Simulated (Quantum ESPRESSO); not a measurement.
Be under changes of volume

One of the cells (7.871 Å³/atom); the others are scaled copies at fixed shape and fractional positions:

```
CELL_PARAMETERS angstrom
-1.25312 1.25312 1.25312
1.25312 -1.25312 1.25312
1.25312 1.25312 -1.25312
ATOMIC_POSITIONS crystal
Be 0.00000 0.00000 0.00000
```

This isn't the form of Be at room conditions, which is hcp.

| Quantity | Value |
| --- | --- |
| Program | Quantum ESPRESSO 7.5 |
| Functional | PBE |
| Potentials or basis | SSSP 1.3 efficiency PBE |
| Cutoff | 748 eV |
| Density cutoff | 5987 eV |
| k mesh | 15 × 15 × 15 |
| Occupations | fermi-dirac, width 0.05 eV |
| Spin | no spin polarisation |

```csv
volume (Å³/atom),energy over the lowest point (meV/atom),pressure (GPa)
7.399,11.12,8.2
7.556,4.61,5.1
7.714,0.98,2.3
7.871,0.00,-0.3
8.029,1.45,-2.6
8.186,5.12,-4.8
8.343,?,?
```

Problem. What does the run at 8.343 Å³/atom give?

Solution. Energy over the lowest point 10.84 meV/atom; pressure -6.8 GPa.

Worked out: A Birch-Murnaghan fit of order 3 (a polynomial in V^(-2/3)) to the other rows has its minimum at 7.85 Å³/atom with B0 = V·E''(V) = 124 GPa and B' = 3.4. It gives 10.81 meV/atom at 8.343 Å³/atom, against the run's 10.84, and -dE/dV = -6.8 GPa, against -6.8.

Energies are extrapolated to zero smearing.
